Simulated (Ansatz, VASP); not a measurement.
# Sn23Ir13 in two plane-wave programs, part 2 of 2

Wanted: the spread between two codes on one cell, functional and k mesh. The structure shown is the end of the VASP relaxation below.

VASP 6.6.1 and Ansatz 0.2.0.

So far: The starting structure; VASP: relaxation, PBEsol.

## 3. Ansatz: single point, PBEsol

Level of this step: Ansatz beside VASP: Kohn-Sham DFT, plane waves, PBEsol (Ansatz).

Ansatz runs on its default PAW (the set named soft_2) files.

The same cell, functional, mesh and smearing now go to Ansatz, which takes its cutoff from its data sets.

File input.yaml:

```yaml
crystal:
  lattice:
    - [0.0, 6.338, 6.338]
    - [6.338, 0.0, 6.338]
    - [9.507, 9.507, 0.0]
  atoms:
    - { symbol: Ir, position: [0.99824826, 0.99824814, 0.00122341] }
    - { symbol: Ir, position: [0.99929792, 0.99929783, 0.33464793] }
    - { symbol: Ir, position: [0.00089855, 0.00089861, 0.66528322] }
    - { symbol: Ir, position: [0.99822038, 0.50152423, 0.0010457] }
    - { symbol: Ir, position: [0.01198453, 0.49638724, 0.33050414], spin: 0.6 }
    - { symbol: Ir, position: [0.0009304, 0.5005652, 0.66541775] }
    - { symbol: Ir, position: [0.50152424, 0.99822034, 0.00104566] }
    - { symbol: Ir, position: [0.49638705, 0.01198569, 0.33050378] }
    - { symbol: Ir, position: [0.50056523, 0.00093036, 0.66541786] }
    - { symbol: Ir, position: [0.49643836, 0.49643833, 0.00732558], spin: 0.6 }
    - { symbol: Ir, position: [0.49565762, 0.4956575, 0.33050948], spin: 0.6 }
    - { symbol: Ir, position: [0.50034017, 0.50034004, 0.66567552] }
    - { symbol: Ir, position: [0.37492973, 0.37492936, 0.25052094], spin: 0.6 }
    - { symbol: Sn, position: [0.37652798, 0.37652812, 0.58186758] }
    - { symbol: Sn, position: [0.3756322, 0.37563235, 0.91594316] }
    - { symbol: Sn, position: [0.37574219, 0.87328683, 0.25178073] }
    - { symbol: Sn, position: [0.37633436, 0.87389356, 0.58227726] }
    - { symbol: Sn, position: [0.37482493, 0.87522934, 0.91615026] }
    - { symbol: Sn, position: [0.87328685, 0.37574221, 0.25178062] }
    - { symbol: Sn, position: [0.87389352, 0.37633433, 0.58227736] }
    - { symbol: Sn, position: [0.87522941, 0.37482505, 0.91615017] }
    - { symbol: Sn, position: [0.87369164, 0.87369164, 0.25124138] }
    - { symbol: Sn, position: [0.8761438, 0.87614355, 0.58121786] }
    - { symbol: Sn, position: [0.87464185, 0.87464164, 0.91764463] }
    - { symbol: Sn, position: [0.12474316, 0.12474321, 0.08420712] }
    - { symbol: Sn, position: [0.12892782, 0.12892833, 0.41384842] }
    - { symbol: Sn, position: [0.12470145, 0.12470146, 0.75018477] }
    - { symbol: Sn, position: [0.13000577, 0.62007468, 0.08607695] }
    - { symbol: Sn, position: [0.12842145, 0.62152489, 0.41394458] }
    - { symbol: Sn, position: [0.12349694, 0.62616927, 0.75035282] }
    - { symbol: Sn, position: [0.620075, 0.13000566, 0.08607648] }
    - { symbol: Sn, position: [0.62152526, 0.12842126, 0.41394497] }
    - { symbol: Sn, position: [0.62616932, 0.12349692, 0.75035281] }
    - { symbol: Sn, position: [0.62056875, 0.62056887, 0.08605755] }
    - { symbol: Sn, position: [0.62668393, 0.62668403, 0.41340615] }
    - { symbol: Sn, position: [0.62330997, 0.62330992, 0.75409541] }
hamiltonian:
  xc: pbesol
  pseudopotentials: { kind: paw }
magnetization:
  spin_polarized: true
kpoints:
  mp_grid: { grid: [3, 3, 2] }
scf:
  occupations: { method: methfessel_paxton, width: 0.2 }
  n_extra_bands: 16
output:
  forces: true
  eigenvalues: true
```

On the command line:

```
$ ansatz run input.yaml --threads 8 --pin off --max-ram 18432MiB --backend cpu --events-out ev --progress --plain --runs-dir out
```

Numbers of over 12 decimals in the logs are rounded to 6 here.

The log of the run:

```text
Warning: the band count 288 (scf.n_extra_bands) hosts the net moment |M| = 2.4000 μB (N_el = 543) but caps the reachable moment at 2·n_bands − N_el = 33.0000 μB, below the 328 bands that the automatic rule leaves for it — a moment growing past the seed, or the majority channel's smearing tail, pins there with fewer empty majority states than that count leaves; raise or omit scf.n_extra_bands unless the cap is intended
scf.n_extra_bands = 16 over 272 filled bands (N_el = 543.0): the run solves 288 bands
Engine: ansatz 0.2.0, aarch64-unknown-linux-gnu
Pseudopotentials: kind: paw
Pseudopotential: Ir, paw, valence charge 17, recommended cutoff 420 eV (normal), Ir.paw.azcp
Pseudopotential: Sn, paw, valence charge 14, recommended cutoff 420 eV (normal), Sn.paw.azcp
Functional definition: PBEsol
  exchange = pbesol_x
  correlation = pbesol_c
Crystal: 36 atoms, lattice volume = 763.797 Å³
Basis set: ecut = 420 eV, 14835 PW (Γ), exchange–correlation on 120×120×180 points (8 copies of the dense FFT grid, shifted against one another)
Bands: 288, of which v1, the nominal top of the filled ones, is band 272 counted from 1 (271 counted from 0)
Symmetry: 1 space group operations
Space group: P1 (ITA 1), of the structure as read, at distance tolerance 9.1e-5 Å
Magnetic group: BNS 1.1 (UNI 1), of the structure as read, at distance tolerance 9.1e-5 Å
k-points: 10 of 18 (time reversal used)
Non-local potential: Ir, projectors of the file, l = 0: 3, l = 1: 2, l = 2: 2, l = 3: 1
Non-local potential: Sn, projectors of the file, l = 0: 2, l = 1: 2, l = 2: 2, l = 3: 2
PAW form: soft (Blöchl's): semilocal exchange-correlation on the pseudo side does not see the compensation charge
PAW frozen core: Ir, regenerated for the run's functional, and the local potential with it (the file was generated under x = pbe(κ = 0.804, μ = 0.219515), c = pbe(β = 0.066725))
PAW frozen core: Sn, regenerated for the run's functional, and the local potential with it (the file was generated under x = pbe(κ = 0.804, μ = 0.219515), c = pbe(β = 0.066725))
PAW one-centre angular grid: Ir, 590 points (default); XC on 64 Gauss nodes
PAW one-centre angular grid: Sn, 590 points (default); XC on 64 Gauss nodes
Initial density: superposition of atomic densities (chi_scale 0.1, normalization cell)
Starting moments: Σ|m| = 2.4 μB on 4 of 36 sites
Initial wavefunctions: pseudopotential atomic-orbital guess
Functional: x = pbesol(κ = 0.804, μ = 0.123457), c = pbesol(β = 0.046)
SCF iter   1: F=—  HF=-290248.851300 eV  |F-HF|=—  |Δ(HF+E_count)|=         —  Δρ=2.55e-2 (↑2.52e-2 ↓2.55e-2)  dr2=4.42e1  dr2_m=3.13e-1  M=0.253 μB ∫|m|=0.448 μB  β_m=0.30  ethr=3.10e-3  ⟨swp⟩=5.0  Hψ=21136  notcnv=0
Mixer restart at iter 1: flushing history
preconditioner: auto → Kerker (q_TF=auto, 2.577 Å⁻¹)  [metal: Δε(μ)=0.035 eV  Ē_g=13.758 eV  σ=0.200 eV  W_gap=0.10  n_scr=236 (ndim 8)  ℏωp=28.2 eV  f_vac=0.002  D(μ)=13.73/eV (n_scr^D=80)]
spin=Collinear: Kerker preconditioning applied to the charge; magnetization (m = ρ↑ − ρ↓) channel mixes plain (no charge-response kernel on spin).
SCF iter   2: F=—  HF=-290243.995741 eV  |F-HF|=—  |Δ(HF+E_count)|=    4.86e0  Δρ=1.76e-2 (↑1.63e-2 ↓1.76e-2)  dr2=1.70e1  dr2_m=1.74e-1  M=0.180 μB ∫|m|=0.337 μB  β_m=0.52  ethr=3.10e-3  ⟨swp⟩=2.0  Hψ=7916  notcnv=0  defer=112
SCF iter   3: F=—  HF=-290242.337363 eV  |F-HF|=—  |Δ(HF+E_count)|=    1.66e0  Δρ=8.27e-3 (↑7.40e-3 ↓8.27e-3)  dr2=3.27e0  dr2_m=1.77e-2  M=0.056 μB ∫|m|=0.136 μB  β_m=0.76  ethr=3.10e-3  ⟨swp⟩=2.0  Hψ=8065  notcnv=0  defer=112
SCF iter   4: F=—  HF=-290241.484234 eV  |F-HF|=—  |Δ(HF+E_count)|=   8.53e-1  Δρ=2.68e-3 (↑2.67e-3 ↓2.68e-3)  dr2=3.99e-1  dr2_m=4.89e-5  M=-0.004 μB ∫|m|=0.011 μB  β_m=0.88  ethr=6.01e-4  ⟨swp⟩=2.1  Hψ=9236  notcnv=0  defer=78
SCF iter   5: F=—  HF=-290241.640681 eV  |F-HF|=—  |Δ(HF+E_count)|=   1.56e-1  Δρ=1.60e-3 (↑1.56e-3 ↓1.60e-3)  dr2=1.61e-1  dr2_m=5.14e-5  M=-0.004 μB ∫|m|=0.007 μB  β_m=0.90  ethr=7.34e-5  ⟨swp⟩=2.0  Hψ=10950  notcnv=0  defer=78
SCF iter   6: F=—  HF=-290241.647711 eV  |F-HF|=—  |Δ(HF+E_count)|=   7.03e-3  Δρ=1.02e-3 (↑1.02e-3 ↓1.02e-3)  dr2=7.82e-2  dr2_m=8.52e-6  M=-0.001 μB ∫|m|=0.004 μB  β_m=0.90  ethr=2.96e-5  ⟨swp⟩=2.0  Hψ=10640  notcnv=0  defer=78
SCF iter   7: F=—  HF=-290241.645555 eV  |F-HF|=—  |Δ(HF+E_count)|=   2.16e-3  Δρ=3.75e-4 (↑3.75e-4 ↓3.75e-4)  dr2=1.10e-2  dr2_m=3.45e-7  M=-0.000 μB ∫|m|=0.001 μB  β_m=0.95  ethr=1.44e-5  ⟨swp⟩=2.0  Hψ=6994  notcnv=0  defer=78
SCF iter   8: F=—  HF=-290241.647710 eV  |F-HF|=—  |Δ(HF+E_count)|=   2.15e-3  Δρ=2.16e-4 (↑2.16e-4 ↓2.14e-4)  dr2=3.35e-3  dr2_m=6.27e-8  M=-0.000 μB ∫|m|=0.000 μB  β_m=0.92  ethr=2.03e-6  ⟨swp⟩=2.0  Hψ=7858  notcnv=0  defer=78
SCF iter   9: F=—  HF=-290241.647980 eV  |F-HF|=—  |Δ(HF+E_count)|=   2.70e-4  Δρ=1.20e-4 (↑1.20e-4 ↓1.19e-4)  dr2=1.03e-3  dr2_m=4.51e-8  M=-0.000 μB ∫|m|=0.000 μB  β_m=0.85  ethr=6.17e-7  ⟨swp⟩=2.0  Hψ=10590  notcnv=0  defer=78
[...]
SCF iter  12: F=—  HF=-290241.482773 eV  |F-HF|=—  |Δ(HF+E_count)|=         —  Δρ=1.66e-4 (↑1.66e-4 ↓1.66e-4)  dr2=1.81e-3  dr2_m=9.12e-11  M=0.000 μB ∫|m|=0.000 μB  β_m=0.87  ethr=9.68e-10  ⟨swp⟩=2.0  Hψ=10886  notcnv=0  defer=78
Mixer restart at iter 12: flushing history
[...]
SCF iter  17: F=—  HF=-290241.482484 eV  |F-HF|=—  |Δ(HF+E_count)|=   1.58e-6  S|Δr|=    0.00e0  Δρ=5.83e-6 (↑5.83e-6 ↓5.83e-6)  dr2=4.35e-6  dr2_m=2.17e-13  M=0.000 μB ∫|m|=0.000 μB  β_m=0.61  ethr=9.68e-10  ⟨swp⟩=2.0  Hψ=7360  notcnv=0  defer=78
SCF iter  18: F=—  HF=-290241.482484 eV  |F-HF|=—  |Δ(HF+E_count)|=   3.52e-7  S|Δr|=    0.00e0  Δρ=2.38e-6 (↑2.38e-6 ↓2.38e-6)  dr2=7.31e-7  dr2_m=1.81e-13  M=-0.000 μB ∫|m|=0.000 μB  β_m=0.76  ethr=8.02e-10  ⟨swp⟩=2.0  Hψ=7076  notcnv=0  defer=78
SCF iter  19: F=—  HF=-290241.482484 eV  |F-HF|=—  |Δ(HF+E_count)|=   1.14e-8  S|Δr|=    0.00e0  Δρ=1.60e-6 (↑1.60e-6 ↓1.60e-6)  dr2=2.18e-7  dr2_m=1.92e-13  M=0.000 μB ∫|m|=0.000 μB  β_m=0.70  ethr=1.35e-10  ⟨swp⟩=2.0  Hψ=7185  notcnv=0  defer=78
SCF iter  20: F=-290241.482484 eV  HF=-290241.482484 eV  |F-HF|=9.60e-9  |Δ(HF+E_count)|=   9.60e-9  S|Δr|=    0.00e0  Δρ=6.12e-7 (↑6.12e-7 ↓6.12e-7)  dr2=2.99e-8  dr2_m=7.98e-14  M=0.000 μB ∫|m|=0.000 μB  ethr=1.84e-11  ⟨swp⟩=9.1  Hψ=24654  notcnv=0
SCF 1 converged in 20 iterations: F = -290241.482484 eV  dr2 = 2.99e-8
  greatest PAW one-centre occupation: 1.000 electrons in one spin orbital (limit 2), on the Ir atom at site 10 (counted from 0), in its partial waves of l = 0
WARN: the starting moments were not kept: the SCF closed with an absolute magnetisation of 4.7e-7 μB, where they sum to 2.4 μB in size (4 sites). That is at most 0.1 of that sum. Measured as dr2_m measures the in/out step, that magnetisation stands 2.6e-15 eV from none, at or under the dr2_threshold of 1.0e-7 eV: it is no larger than a step whose dr2_m would equal this threshold. The system may hold no moment; this S [...]
this state was not tested for a lower state beside it, because cold or Methfessel-Paxton smearing, or corrected tetrahedra, fill the levels in a way that the test cannot read (fill_not_monotonic; see scf.lower_state_search)
SCF converged after 20 iterations
Magnetization: 0.0000 μB (271.5000 up, 271.5000 down)
Absolute magnetization: 0.0000 μB (∫|ρ↑−ρ↓|, with the PAW one-centre terms)
Spin contamination: 0.0000 ħ² per cell (⟨S²⟩ above its minimum at these occupations)
Per-site moments (μB) at R_I (Å): [(4.8239373533177575e-9, 1.124783), (7.451129192221851e-10, 1.116547), (4.369366390403043e-9, 1.131300), (7.596119951694066e-9, 1.126399), (2.514831330011229e-9, 1.095692), (1.810456035099009e-9, 1.133831), (-1.9778488475089172e-9, 1.126400), (-1.2930623780986949e-8, 1.095687), (6.458345610441565e-9, 1.133832), (1.2272080672818625e-8, 1.101266), (6.116152117476322e-9, 1.091141), (-6. [...]
Free energy (F): -290241.482484 eV
Harris-Foulkes:  -290241.482484 eV  (|F-HF|=9.60e-9)
Internal energy: -290241.460510 eV  (E = F + TS)
E sigma→0 (E₀):  -290241.476991 eV
Entropy (-TS):   -0.021974 eV (-0.610 meV/atom)
Fermi energy:    14.725195 eV
Step filling:    the computed levels leave a gap of 0.0059 eV = 0.0 smearing widths at the electron count; against every level under it full and every level over it empty, smearing changes F+E_penalty+E_count by -8.877 meV and its σ→0 estimate by -3.383 meV
--- Per-component energies (eV) ---
  E_band       = -3906.717851
  E_kinetic    = 12464.405094
  E_local      = -40281.781887  (includes V_loc(G=0)·N_el)
  E_nonlocal   = 315.776783
  E_hartree    = 20525.129678
  E_xc         = -12186.181554
  E_vxc        = -6130.443041  (∫ρ·V_xc dr)
  E_paw        = -211726.485402  (= ΣΔE_a)
  E_vpaw       = -11324.935993  (= ΣTr[D̂ρ^β])
  E_aug_tail   = 0.000772  (compensation charges beyond the density's cutoff)
  E_ewald      = -59362.324012
  E_core_change = 10.000017  (= ΣΔE_core)
  E_smearing   = -0.021974  (= −TS)
  E_closure    = 0.000000  (closes the sum)
  Σ components = -290241.482484   (vs F -290241.482484, Δ=0.00e0)
--- Forces (eV/Å), atoms counted from 1 ---
  atom   1  Ir     0.01330344     0.01330035     0.00342023
  atom   2  Ir    -0.00310366    -0.00309762     0.00257046
  atom   3  Ir     0.00299235     0.00299997     0.00231984
  atom   4  Ir    -0.01027351     0.00845974    -0.01098823
  atom   5  Ir    -0.01500443     0.01861677     0.01919839
  atom   6  Ir     0.00421087     0.00980314    -0.00369005
  atom   7  Ir     0.00845985    -0.01027347    -0.01098431
  atom   8  Ir     0.01860307    -0.01497856     0.01916910
  atom   9  Ir     0.00980070     0.00421179    -0.00369559
  atom  10  Ir     0.01249944     0.01250589    -0.01659103
  atom  11  Ir    -0.02049049    -0.02049232    -0.02923119
  atom  12  Ir    -0.00010544    -0.00011810    -0.00888571
  atom  13  Ir    -0.00193298    -0.00196145     0.00157963
  atom  14  Sn     0.00442567     0.00443008     0.01810921
  atom  15  Sn    -0.01445908    -0.01445342    -0.00690795
  atom  16  Sn     0.00522899     0.00690604    -0.00902585
  atom  17  Sn    -0.02405357     0.00353731     0.00421520
  atom  18  Sn     0.02573681    -0.00620830     0.00302911
  atom  19  Sn     0.00690815     0.00522558    -0.00903622
  atom  20  Sn     0.00354160    -0.02405345     0.00420832
  atom  21  Sn    -0.00620889     0.02574054     0.00302270
  atom  22  Sn     0.00269024     0.00267297    -0.00258233
  atom  23  Sn     0.00735452     0.00735401    -0.01829395
  atom  24  Sn    -0.00491980    -0.00492266     0.01073351
[...]
atom  29  Sn     0.01136794     0.00228154    -0.00246588
  atom  30  Sn     0.00352495    -0.00187598     0.00537036
  atom  31  Sn    -0.01398241    -0.00973450     0.00411926
  atom  32  Sn     0.00226841     0.01134528    -0.00247145
  atom  33  Sn    -0.00187445     0.00352626     0.00536509
  atom  34  Sn    -0.00742515    -0.00742385     0.01720200
  atom  35  Sn    -0.01263174    -0.01264038     0.01421189
  atom  36  Sn     0.01568688     0.01568341    -0.00396490
  max |Σ_I F_I| component: 8.62e-6 eV/Å
--- Band table (eV; the first three rows and the last of 20) ---
  k-point 0 ↑: bands = [... 268 lower, 14.4983, 14.5202, 14.7927, 15.2509, 15.2551, 15.3497, 15.5223, 15.5850, ... 12 higher]
  k-point 1 ↑: bands = [... 268 lower, 14.2235, 14.3752, 14.4577, 14.8209, 15.1811, 15.2435, 15.3009, 15.3519, ... 12 higher]
  k-point 2 ↑: bands = [... 268 lower, 14.3237, 14.3730, 14.6553, 14.8274, 14.9389, 15.0097, 15.2380, 15.4878, ... 12 higher]
  k-point 9 ↓: bands = [... 268 lower, 14.3191, 14.4567, 14.5441, 14.6057, 14.6841, 14.7332, 14.8480, 15.2227, ... 12 higher]
```

Wall time 7.4 min (8 threads of Arm Neoverse N1, shared host); peak memory 9 GiB.

In the SCF lines HF is the Harris–Foulkes energy and dr2 the Hartree energy of the density residual, in eV; the loop may stop once dr2 is under the threshold and the program's other checks hold. Hψ counts applications of the Hamiltonian.

## 4. Comparison

Known differences besides the potentials themselves: the data sets hold 543 valence electrons in Ansatz (default PAW (the set named soft_2) files) and 209 in VASP; the cutoff is 420 eV in Ansatz and 300 eV in VASP (PREC = Normal, projectors in real space); Ansatz makes its cores anew for this functional, VASP keeps those of its PBE data sets. Total energies have different zeros and are not compared.

At this near-relaxed geometry the largest component of a force difference is 23 meV/Å. VASP's last cycles still show a density residual of 7e-03, so its state may not be settled.

## 5. Summary of results

| Quantity | Value |
| --- | --- |
| r.m.s. force difference (single point, PBEsol) | 8.4 meV/Å |

What this shows: The r.m.s. force difference is 8.4 meV/Å (single point, PBEsol), within the 12 meV/Å picked in this series as the mark of a large difference. How closely two codes agree says nothing of how well the functional describes the real material.

[Lines on the potential files, build, host, timing and source positions are cut from VASP's logs without a mark.]

[Logs are printed without paths, hosts, clocks, repeated set-up lines and the standing remarks that a program may print on its own settings, such as how far it seeks lower states.]

[Hosts, paths, dates, database ids (printed as entryN), source tags and the programs' standing remarks are cut or masked in the printed files.]
